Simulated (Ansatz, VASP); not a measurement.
**Al in VASP and in Ansatz**

Contents of POSCAR:

```
Al
1.0
    2.8124553515      0.0000000000      0.0000000000
   -1.4062276757      2.4356577814      0.0000000000
    0.0000000000      0.0000000000      4.8668500000
Al
2
Direct
    0.3333333333      0.6666666667      0.2500000000
    0.6666666667      0.3333333333      0.7500000000
```

Contents of INCAR.step1:

```
SYSTEM = Al
PREC     = Accurate       ! precision mode
ENCUT    = 520            ! plane-wave cutoff, eV
ISMEAR   = -1             ! smearing method
SIGMA    = 0.05           ! smearing width, eV
LREAL    = .FALSE.        ! projectors in reciprocal space
LASPH    = .TRUE.         ! aspherical terms in the spheres
NELM     = 100            ! most SCF steps
NBANDS   = 10             ! bands
GGA      = PE             ! functional
ALGO     = Normal         ! electronic algorithm
EDIFF    = 1E-4           ! SCF threshold, eV
LWAVE    = .TRUE.         ! write WAVECAR
LCHARG   = .FALSE.        ! write CHGCAR
```

File INCAR.step2:

```
SYSTEM = Al
PREC     = Accurate       ! precision mode
ENCUT    = 520            ! plane-wave cutoff, eV
EDIFF    = 1E-6           ! SCF threshold, eV
ISMEAR   = -1             ! smearing method
SIGMA    = 0.05           ! smearing width, eV
LREAL    = .FALSE.        ! projectors in reciprocal space
LASPH    = .TRUE.         ! aspherical terms in the spheres
NELM     = 100            ! most SCF steps
ALGO     = Normal         ! electronic algorithm
ISIF     = 2              ! what is computed and relaxed
LWAVE    = .FALSE.        ! write WAVECAR
LCHARG   = .TRUE.         ! write CHGCAR
METAGGA  = R2SCAN         ! meta-GGA
LMIXTAU  = .TRUE.       
LELF     = .TRUE.         ! ELF
LVHAR    = .TRUE.       
NBANDS   = 10             ! bands
ISTART   = 1
```

File KPOINTS:

```
Automatic mesh
0
G
  6 6 3
  0 0 0
```

Contents of input.yaml:

```yaml
crystal:
  lattice:
    - [2.8124553515, 0.0, 0.0]
    - [-1.4062276757, 2.4356577814, 0.0]
    - [0.0, 0.0, 4.86685]
  atoms:
    - { symbol: Al, position: [0.3333333333, 0.6666666667, 0.25] }
    - { symbol: Al, position: [0.6666666667, 0.3333333333, 0.75] }
hamiltonian:
  xc: r2scan
  pseudopotentials: { kind: paw }
kpoints:
  mp_grid: { grid: [6, 6, 3] }
scf:
  occupations: { method: fermi_dirac, width: 0.05 }
  n_extra_bands: 6
output:
  forces: true
  stress: true
  eigenvalues: true
  dos: { projected: true, de: 0.05, nscf_kmesh: { grid: [9, 9, 5] } }
```

This isn't the form of Al at room conditions, which is fcc.

Alike in both runs: functional r2SCAN; k mesh 6 × 6 × 3; occupations fermi-dirac, width 0.05 eV; no spin polarisation.

|  | VASP | Ansatz |
| --- | --- | --- |
| version | VASP 6.6.1 | Ansatz 0.2.0 |
| potentials or method | VASP PAW PBE potentials, release 64 (Al) | Ansatz PAW |
| plane-wave cutoff (eV) | 520 | 500 |
| valence electrons in the cell | 6 | 6 |
| task | single point | projected density of states |

Ansatz gave:

```
gap on the k mesh at the Fermi level (eV)       : none
pressure (GPa)                                  : -1.1
largest component of the traceless stress (GPa) : 6.03
```

**Question.** Estimate VASP's values.

**Answer.** gap on the k mesh at the Fermi level (eV): none; pressure (GPa): -1.3; largest component of the traceless stress (GPa): 6.01.

A gap of «none» marks a metal or a gap that the smearing closes.

Caveats: the k mesh is coarse (spacing up to 0.43 Å⁻¹), so the values aren't converged; the PAW data sets were made with another functional, which shifts forces and pressure a little (VASP); the PAW data sets come from PBE, with cores solved anew for the run's functional, which leaves a small shift of forces and pressure (Ansatz); the density of states is complete only up to the lowest level of the last band computed (Ansatz).
